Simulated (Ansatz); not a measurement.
Consider GeO2 in the rutile structure (space group P4_2/mnm, No. 136; a = 4.488 Å, c = 2.905 Å).

(Cell as relaxed with PBE.)

Levels (all Ansatz, a program for electronic structure, PAW): PBE (420 eV, no SOC); r2SCAN (500 eV, no SOC).

Each level relaxes its own structure.

| quantity | PBE | r2SCAN |
|---|---|---|
| volume per atom | 9.75 Å³ | … |
| lattice parameter a | 4.488 Å | … |
| lattice parameter c | 2.905 Å | … |
| band gap | 1.23 eV | … |
| gap character | direct at Γ | … |
| electron mass | 0.19 mₑ along c, 0.22 mₑ across | … |
| hole mass | 1.9 mₑ along c, 1.2 mₑ across | … |

Problem. Predict the r2SCAN column.

Solution. 
- volume per atom, r2SCAN: 9.31 Å³
- lattice parameter a, r2SCAN: 4.411 Å
- lattice parameter c, r2SCAN: 2.870 Å
- band gap, r2SCAN: 2.51 eV
- gap character, r2SCAN: direct at Γ
- electron mass, r2SCAN: 0.23 mₑ along c, 0.28 mₑ across
- hole mass, r2SCAN: 1.7 mₑ along c, 1.1 mₑ across

PBE's volume per atom lies 0.44 Å³ above r2SCAN's (4.8 %); PBE's lattice parameter a lies 0.077 Å above r2SCAN's (1.7 %); PBE's lattice parameter c lies 0.035 Å above r2SCAN's (1.2 %); PBE's band gap lies 1.287 eV below r2SCAN's; the two agree on the gap character. Neither level is exact; r2SCAN is the comparison here, not a measurement.

Masses are band curvatures over ±0.01 Å⁻¹ around the edge. Stability against distortions was not tested.
